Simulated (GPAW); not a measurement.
The system is SnSe.

```
Sn Se
1.0
     0.00000    3.01000    3.01000
     3.01000    0.00000    3.01000
     3.01000    3.01000    0.00000
Sn Se
1 1
Direct
  0.00000 0.00000 0.00000
  0.50000 0.50000 0.50000
```

Measurements of this composition are mostly on another form, of space group No. 62.

Base run:

- Program: GPAW 26.7.0
- Functional: r2SCAN
- Potentials or basis: GPAW PAW data sets (gpaw-data 1.2.1)
- Cutoff: 500 eV
- Basis: pw
- k mesh: 6 × 6 × 6
- Occupations: fermi-dirac, width 0.05 eV
- Spin: no spin polarisation

Its results: pressure -0.9 GPa.

**Question.** After a change of settings the same cell gave: pressure -0.2 GPa. Which change was it?
A. functional from r2SCAN to LDA; potentials or basis from GPAW PAW data sets (gpaw-data 1.2.1) to the program's PAW data sets (release 1.2.1) made for this functional; cutoff from 500 eV to 450 eV
B. cutoff from 500 eV to 600 eV; k mesh from 6 × 6 × 6 to 8 × 8 × 8
C. functional from r2SCAN to LDA; potentials or basis from GPAW PAW data sets (gpaw-data 1.2.1) to PAW data sets generated in the run's folder for this functional; cutoff from 500 eV to 600 eV

**Answer.** B.

Caveats: the PAW data sets were made with another functional, which shifts forces and pressure a little; the cutoff is short for stress and forces, so pressures can be off by a GPa or more (some runs).

Not every run made on this cell is shown here.
